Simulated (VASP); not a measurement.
Wanted: the native input for a VASP 6.6.1 run.

```yaml
Task: relaxation of cell and atoms
Functional: r2SCAN
Potentials_or_basis: VASP PAW PBE potentials, release 64 (C)
Cutoff: 600 eV
k_mesh: 14 × 14 × 14
Occupations: gaussian, width 0.02 eV
Spin: no spin polarisation
Further_INCAR_settings: ALGO = Normal; EDIFF = 1e-06; IBRION = 2; EDIFFG = -0.005; NSW = 60; ISIF = 3
```

The structure of C lies in POSCAR:

```
C
1.0
    0.0000000000      1.7800000000      1.7800000000
    1.7800000000      0.0000000000      1.7800000000
    1.7800000000      1.7800000000      0.0000000000
C
2
Direct
    0.0000000000      0.0000000000      0.0000000000
    0.2500000000      0.2500000000      0.2500000000
```

The cell was built by a generator and needn't be a form met in nature.

One way to write it, as run:

INCAR

```
PREC = Accurate ; ENCUT = 600
EDIFF = 1E-6 ; ISMEAR = 0
SIGMA = 0.02 ; LREAL = F
LASPH = T ; NELM = 120
ALGO = Normal ; ISIF = 3
LWAVE = F ; LCHARG = F
METAGGA = R2SCAN ; LMIXTAU = T
IBRION = 2 ; NSW = 60
EDIFFG = -0.005
```

KPOINTS

```
regular mesh
0
Gamma
  14 14 14
```

Potentials or basis: VASP PAW PBE potentials, release 64 (C).

Run with:

```bash
$ cat potpaw_PBE.64/C/POTCAR > POTCAR
$ mpirun -np 1 vasp_std > vasp.out
```

Results of the run:

| Quantity | Value |
| --- | --- |
| Relaxed volume | 5.65 Å³/atom |
| Relaxed cell | a = 2.518 Å, b = 2.518 Å, c = 2.518 Å, α = 60.00°, β = 60.00°, γ = 60.00° |
| Space group after relaxing (to 0.05 Å) | Fd-3m (No. 227) |
| Energy gained by relaxing | 0.0 meV/atom |
| Ionic steps | 3 |
| Pressure after relaxing | 0.0 GPa |
| Band gap on the k mesh | 4.33 eV, indirect (least direct gap 5.85 eV) |

Caveat: the PAW data sets were made with another functional, which shifts forces and pressure a little.

Wall time 36 s on 1 thread of Intel(R) Xeon(R) 6975P-C (Granite Rapids) (shared host), peak memory 0.12 GiB.
